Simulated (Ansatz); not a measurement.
Computed with DFT PBE, scalar-relativistic, plane waves, PAW in Ansatz 0.2.0. All cells share a 420 eV cutoff and Γ-centred k meshes spaced at most about 0.3 Å⁻¹ (about 0.25 or finer for metals, 2π included). No spin polarisation.

All energies are static (0 K, no zero-point motion).

Two forms of Hf3H4 were relaxed alike.

1.

```
Hf H
1.0
    -1.64899    1.64899    7.09629
     1.64899   -1.64899    7.09629
     1.64899    1.64899   -7.09629
Hf H
3 4
Direct
  0.00000 0.00000 0.00000
  0.32240 0.32240 0.00000
  0.67760 0.67760 0.00000
  0.58366 0.08366 0.50000
  0.08366 0.58366 0.50000
  0.41634 0.91634 0.50000
  0.91634 0.41634 0.50000
```

2.

```
Hf H
1.0
     3.31815    0.00000    0.00000
    -1.65907    2.87360    0.00000
     0.00000    0.00000    8.12932
Hf H
3 4
Direct
  0.33333 0.66667 0.67185
  0.66667 0.33333 0.32815
  0.00000 0.00000 0.00000
  0.33333 0.66667 0.91955
  0.33333 0.66667 0.41946
  0.66667 0.33333 0.58054
  0.66667 0.33333 0.08045
```

Question: Which form is favoured at zero pressure, and by what margin per atom?

Answer: Cell 1 is lower, by 12 meV/atom. Cell 1 has space group I4/mmm (No. 139), 11.0 Å³/atom and no gap on its mesh; cell 2 has space group P-3m1 (No. 164), 11.1 Å³/atom and no gap. Counting H atoms around Hf (those within 1.25 times the shortest such distance or 1.15 times the sum of covalent radii, 1.27 where that leaves under three; a slash parts the counts of unlike sites), cell 1 has Hf 4/8 and cell 2 has Hf 5/6. In cell 1, around Hf on a site of symmetry 4/mmm lie 8 H at 2.03 Å; Hf on a site of symmetry 4mm is surrounded by 4 H at 2.12 Å and 4 Hf at 3.11 Å; around H lie 4 Hf at 2.03–2.12 Å and 5 H at 2.33–2.37 Å. In cell 2, Hf on a site of symmetry 3m has 5 H at 2.01–2.05 Å; around Hf on a site of symmetry -3m lie 6 H at 2.02 Å; around H on its first site lie 4 Hf at 2.01–2.02 Å and 3 H at 2.32 Å; 1 more site not described. Both come from invented guesses. The lowest form computed isn't among them: it has space group Immm (No. 71), 11.0 Å³/atom and lies 6 meV/atom below the best shown.

The k mesh leaves some 4 meV/atom of noise in the energy of each metallic cell. These runs have no spin–orbit coupling, which can matter for Hf. With hydrogen, zero-point motion can shift such differences by 10 meV/atom or more. Cells relaxed within their symmetry can be saddle points. Some structure types and database cells were kept out of the candidates from the start, so a known form may be missing.
